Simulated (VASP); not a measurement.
All values below come from LDA (Ceperley-Alder, Perdew-Zunger), VASP's LDA PAW potentials (set 64) (plane waves; VASP).

Input for VASP

**INCAR**
```
! general
SYSTEM   = MgF2
PREC     = Accurate
ENCUT    = 520
LREAL    = .FALSE.   ! projection in real space or not
LASPH    = .TRUE.

! electronic loop
EDIFF    = 1E-8   ! SCF stop (eV)
NELM     = 100   ! most electronic steps
ALGO     = Normal   ! blocked Davidson

! smearing
ISMEAR   = 0   ! Gaussian
SIGMA    = 0.01   ! width (eV)

! output
LWAVE    = .FALSE.
LCHARG   = .FALSE.

! other
LEPSILON = .TRUE.
```

POSCAR:
```
MgF2
1
    4.5323519143     0.0000000000     0.0000000000
    0.0000000000     4.5323519143     0.0000000000
    0.0000000000     0.0000000000     2.9991680484
Mg F
2 4
Direct
  0.0000000000  -0.0000000000  -0.0000000000
  0.5000000000   0.5000000000   0.5000000000
  0.3025746873   0.3025746873  -0.0000000000
  0.8025746873   0.1974253127   0.5000000000
  0.1974253127   0.8025746873   0.5000000000
  0.6974253127   0.6974253127   0.0000000000
```

File KPOINTS:
```
K-points
0
Gamma
5 5 7
```

POTCAR, in this order: Mg F (LDA.64 set). Program: vasp_std.

What VASP printed:

OUTCAR:
```
 ion  position               nearest neighbor table
   1  0.000  0.000  0.000-   3 1.94   6 1.94   5 1.96   4 1.96   4 1.96   5 1.96   2 3.54   2 3.54
                             2 3.54   2 3.54   2 3.54   2 3.54   2 3.54   2 3.54
   2  0.500  0.500  0.500-   4 1.94   5 1.94   3 1.96   6 1.96   3 1.96   6 1.96   1 3.54   1 3.54
                             1 3.54   1 3.54   1 3.54   1 3.54   1 3.54   1 3.54
   3  0.303  0.303  0.000-   1 1.94   2 1.96   2 1.96
   4  0.803  0.197  0.500-   2 1.94   1 1.96   1 1.96
   5  0.197  0.803  0.500-   2 1.94   1 1.96   1 1.96
   6  0.697  0.697  0.000-   1 1.94   2 1.96   2 1.96
  LATTYP: Found a simple tetragonal cell.
 ALAT       =     4.5323519143
 C/A-ratio  =     0.6617244435
 Subroutine PRICEL returns:
 Original cell was already a primitive cell.
 Subroutine GETGRP returns: Found 16 space group operations
The static configuration has the point symmetry D_2h.
 The point group associated with its full space group is D_4h.
The dynamic configuration has the point symmetry D_2h.
 Subroutine INISYM returns: Found 16 space group operations
 Subroutine IBZKPT returns following result:
 Found     24 irreducible k-points:

 Following reciprocal coordinates:
            Coordinates               Weight
  0.000000  0.000000  0.000000      1.000000
  0.200000  0.000000  0.000000      4.000000
  0.400000  0.000000  0.000000      4.000000
  0.200000  0.200000  0.000000      4.000000
  0.400000  0.200000  0.000000      8.000000
  0.400000  0.400000  0.000000      4.000000
  0.000000  0.000000  0.142857      2.000000
  0.200000  0.000000  0.142857      8.000000
  0.400000  0.000000  0.142857      8.000000
  0.200000  0.200000  0.142857      8.000000
  0.400000  0.200000  0.142857     16.000000
  0.400000  0.400000  0.142857      8.000000
  0.000000  0.000000  0.285714      2.000000
  0.200000  0.000000  0.285714      8.000000
  0.400000  0.000000  0.285714      8.000000
  0.200000  0.200000  0.285714      8.000000
...
```

OSZICAR:
```
...
       N       E                     dE             d eps       ncg     rms
RMM:   1    -0.112952603851E+03   -0.11295E+03    0.13690E+02  1871   0.104E+02
RMM:   2    -0.112240742896E+03    0.71186E+00   -0.35084E+00  1588   0.141E+01
RMM:   3    -0.112249332040E+03   -0.85891E-02   -0.34197E-02  1659   0.108E+00
RMM:   4    -0.112249559361E+03   -0.22732E-03   -0.28028E-04  1679   0.103E-01
RMM:   5    -0.112249562417E+03   -0.30562E-05   -0.52314E-06  1688   0.127E-02
RMM:   6    -0.112249562553E+03   -0.13623E-06    0.53492E-07  1566   0.165E-03
RMM:   7    -0.112249562556E+03   -0.26251E-08    0.62068E-07  1192   0.445E-04
RMM:   8    -0.112249562556E+03    0.27244E-09    0.60488E-07   853   0.309E-04
RMM:   9    -0.112249562553E+03    0.31384E-08    0.66188E-07   765   0.302E-04
RMM:  10    -0.112249562553E+03   -0.50775E-10    0.77775E-07   760   0.302E-04
RMM:  11    -0.112249562553E+03   -0.90566E-10    0.15198E-06   764   0.302E-04
 Linear response G [H, r] |phi>, progress :
  Direction:   3
       N       E                     dE             d eps       ncg     rms
RMM:   1    -0.113004619298E+03   -0.11300E+03    0.11878E+02  1784   0.102E+02
RMM:   2    -0.112197175326E+03    0.80744E+00   -0.29108E+00  1504   0.126E+01
RMM:   3    -0.112205869400E+03   -0.86941E-02   -0.21357E-02  1594   0.916E-01
RMM:   4    -0.112206027539E+03   -0.15814E-03   -0.20526E-04  1637   0.871E-02
RMM:   5    -0.112206029692E+03   -0.21530E-05   -0.41639E-06  1625   0.986E-03
RMM:   6    -0.112206029743E+03   -0.50875E-07   -0.44562E-07  1454   0.129E-03
RMM:   7    -0.112206029753E+03   -0.10369E-07   -0.49150E-07  1057   0.369E-04
RMM:   8    -0.112206029755E+03   -0.14019E-08   -0.49568E-07   768   0.276E-04
RMM:   9    -0.112206029755E+03   -0.92740E-10   -0.47065E-07   747   0.272E-04
RMM:  10    -0.112206029755E+03   -0.10242E-09   -0.22898E-07   728   0.272E-04
RMM:  11    -0.112206029755E+03   -0.14849E-09    0.14981E-06   689   0.272E-04
 Linear response to external field (no local field effect), progress :
  Direction:   1
       N       E                     dE             d eps       ncg     rms          rms(c)
RMM:   1    -0.178207283052E+00   -0.17821E+00   -0.30457E-01  1770   0.236E+00
RMM:   2    -0.176332221157E+00    0.18751E-02   -0.34306E-03  1582   0.407E-01
RMM:   3    -0.176343608904E+00   -0.11388E-04   -0.26532E-05  1624   0.300E-02
RMM:   4    -0.176343844683E+00   -0.23578E-06   -0.26784E-07  1617   0.289E-03
RMM:   5    -0.176343847495E+00   -0.28118E-08   -0.47428E-09  1239   0.342E-04
 Linear response to external field (no local field effect), progress :
  Direction:   2
       N       E                     dE             d eps       ncg     rms          rms(c)
RMM:   1    -0.184282800174E+00   -0.18428E+00   -0.35243E-01  1740   0.243E+00
RMM:   2    -0.183143142440E+00    0.11397E-02   -0.34756E-03  1584   0.404E-01
RMM:   3    -0.183153814573E+00   -0.10672E-04   -0.28952E-05  1622   0.307E-02
RMM:   4    -0.183154105682E+00   -0.29111E-06   -0.32237E-07  1593   0.306E-03
RMM:   5    -0.183154109470E+00   -0.37875E-08   -0.68364E-09  1236   0.369E-04
 Linear response to external field (no local field effect), progress :
  Direction:   3
       N       E                     dE             d eps       ncg     rms          rms(c)
RMM:   1    -0.189186090077E+00   -0.18919E+00   -0.34193E-01  1636   0.238E+00
RMM:   2    -0.187357847535E+00    0.18282E-02   -0.29127E-03  1549   0.368E-01
RMM:   3    -0.187366416953E+00   -0.85694E-05   -0.21440E-05  1566   0.266E-02
RMM:   4    -0.187366602125E+00   -0.18517E-06   -0.22597E-07  1551   0.258E-03
RMM:   5    -0.187366604469E+00   -0.23440E-08   -0.41084E-09  1087   0.306E-04
 Linear response to external field, progress :
  Direction:   1
       N       E                     dE             d eps       ncg     rms          rms(c)
RMM:   1    -0.181245041358E+00   -0.18125E+00   -0.32850E-01  2616   0.239E+00
RMM:   2    -0.179737675754E+00    0.15074E-02   -0.34531E-03  2377   0.405E-01    0.661E-01
RMM:   3    -0.175678113583E+00    0.40596E-02   -0.23383E-03  2141   0.398E-01    0.387E-01
RMM:   4    -0.181666850485E+00   -0.59887E-02   -0.38486E-03  2147   0.523E-01    0.331E-02
RMM:   5    -0.182333441916E+00   -0.66659E-03   -0.59343E-05  2462   0.662E-02    0.184E-02
RMM:   6    -0.182667287926E+00   -0.33385E-03   -0.93968E-06  2319   0.235E-02    0.301E-03
RMM:   7    -0.182680664075E+00   -0.13376E-04   -0.12233E-07  2451   0.355E-03    0.179E-03
RMM:   8    -0.182709638229E+00   -0.28974E-04   -0.22623E-07  2363   0.384E-03    0.326E-04
RMM:   9    -0.182707473726E+00    0.21645E-05   -0.16460E-08  2364   0.753E-04    0.687E-05
RMM:  10    -0.182707550841E+00   -0.77115E-07   -0.16949E-09  1965   0.141E-04    0.284E-05
RMM:  11    -0.182707585174E+00   -0.34334E-07    0.33651E-09  1034   0.571E-05    0.926E-06
 Linear response to external field, progress :
  Direction:   2
       N       E                     dE             d eps       ncg     rms          rms(c)
RMM:   1    -0.181245041868E+00   -0.18125E+00   -0.32850E-01  2616   0.239E+00
RMM:   2    -0.179737676286E+00    0.15074E-02   -0.34531E-03  2377   0.405E-01    0.661E-01
RMM:   3    -0.175678111418E+00    0.40596E-02   -0.23383E-03  2141   0.398E-01    0.387E-01
RMM:   4    -0.181666847729E+00   -0.59887E-02   -0.38485E-03  2147   0.523E-01    0.331E-02
RMM:   5    -0.182333442282E+00   -0.66659E-03   -0.59336E-05  2464   0.662E-02    0.184E-02
RMM:   6    -0.182667289219E+00   -0.33385E-03   -0.93973E-06  2321   0.235E-02    0.301E-03
RMM:   7    -0.182680665042E+00   -0.13376E-04   -0.12335E-07  2453   0.355E-03    0.179E-03
RMM:   8    -0.182709640870E+00   -0.28976E-04   -0.22729E-07  2363   0.384E-03    0.326E-04
RMM:   9    -0.182707473764E+00    0.21671E-05   -0.17256E-08  2363   0.753E-04    0.687E-05
RMM:  10    -0.182707553269E+00   -0.79505E-07   -0.33791E-09  1971   0.141E-04    0.284E-05
RMM:  11    -0.182707586808E+00   -0.33538E-07    0.32952E-09  1032   0.572E-05    0.928E-06
 Linear response to external field, progress :
  Direction:   3
       N       E                     dE             d eps       ncg     rms          rms(c)
RMM:   1    -0.189186090077E+00   -0.18919E+00   -0.34193E-01  1636   0.238E+00
RMM:   2    -0.187357847535E+00    0.18282E-02   -0.29127E-03  1549   0.368E-01    0.681E-01
RMM:   3    -0.182075746609E+00    0.52821E-02   -0.27497E-03  1302   0.428E-01    0.397E-01
RMM:   4    -0.188391473421E+00   -0.63157E-02   -0.56789E-03  1372   0.593E-01    0.360E-02
RMM:   5    -0.189133925125E+00   -0.74245E-03   -0.73631E-05  1520   0.757E-02    0.335E-03
RMM:   6    -0.189202353178E+00   -0.68428E-04   -0.13240E-06  1573   0.826E-03    0.181E-03
RMM:   7    -0.189218907540E+00   -0.16554E-04   -0.40660E-08  1514   0.168E-03    0.298E-04
RMM:   8    -0.189221404589E+00   -0.24970E-05   -0.28081E-09  1517   0.365E-04    0.541E-05
RMM:   9    -0.189221022263E+00    0.38233E-06   -0.69043E-10  1063   0.999E-05    0.986E-06
```

**OUTCAR**
```
------------------------ aborting loop because EDIFF is reached ----------------------------------------

 HEAD OF MICROSCOPIC STATIC DIELECTRIC TENSOR (INDEPENDENT PARTICLE, excluding Hartree and local field effects)
 ------------------------------------------------------
           2.055880    -0.000000     0.000000
          -0.000000     2.055880     0.000000
           0.000000     0.000000     2.100627
 ------------------------------------------------------

 MACROSCOPIC STATIC DIELECTRIC TENSOR (including local field effects in DFT)
 ------------------------------------------------------
           2.005972    -0.000000     0.000000
           0.000000     2.005972     0.000000
           0.000000     0.000000     2.038820
 ------------------------------------------------------

 PIEZOELECTRIC TENSOR (including local field effects)  for field in x, y, z        (e  Angst)
          XX          YY          ZZ          XY          YZ          ZX
  --------------------------------------------------------------------------------
  x     0.00000     0.00000     0.00000     0.00000     0.00000     0.00000
  y     0.00000     0.00000     0.00000     0.00000     0.00000     0.00000
  z     0.00000     0.00000     0.00000     0.00000     0.00000     0.00000

 PIEZOELECTRIC TENSOR (including local field effects)  for field in x, y, z        (C/m^2)
          XX          YY          ZZ          XY          YZ          ZX
  --------------------------------------------------------------------------------
  x     0.00000     0.00000     0.00000     0.00000     0.00000     0.00000
  y     0.00000     0.00000     0.00000     0.00000     0.00000     0.00000
  z     0.00000     0.00000     0.00000     0.00000     0.00000     0.00000

 BORN EFFECTIVE CHARGES (including local field effects) (in |e|, cummulative output)
 ---------------------------------------------------------------------------------
 ion    1
    1     1.94859     0.03102     0.00000
    2     0.03102     1.94859     0.00000
    3     0.00000     0.00000     2.03664
 ion    2
    1     1.94859    -0.03102     0.00000
    2    -0.03102     1.94859     0.00000
    3     0.00000     0.00000     2.03664
 ion    3
    1    -0.97429    -0.18768     0.00000
    2    -0.18768    -0.97429     0.00000
    3     0.00000     0.00000    -1.01832
 ion    4
    1    -0.97429     0.18768     0.00000
    2     0.18768    -0.97429     0.00000
    3     0.00000     0.00000    -1.01832
 ion    5
    1    -0.97429     0.18768     0.00000
    2     0.18768    -0.97429     0.00000
    3     0.00000     0.00000    -1.01832
 ion    6
    1    -0.97429    -0.18768     0.00000
    2    -0.18768    -0.97429     0.00000
    3     0.00000     0.00000    -1.01832
```
(Selected blocks of OUTCAR.)

The compound is MgF2 in the rutile structure. It was relaxed first, which changed the volume by -5 %.
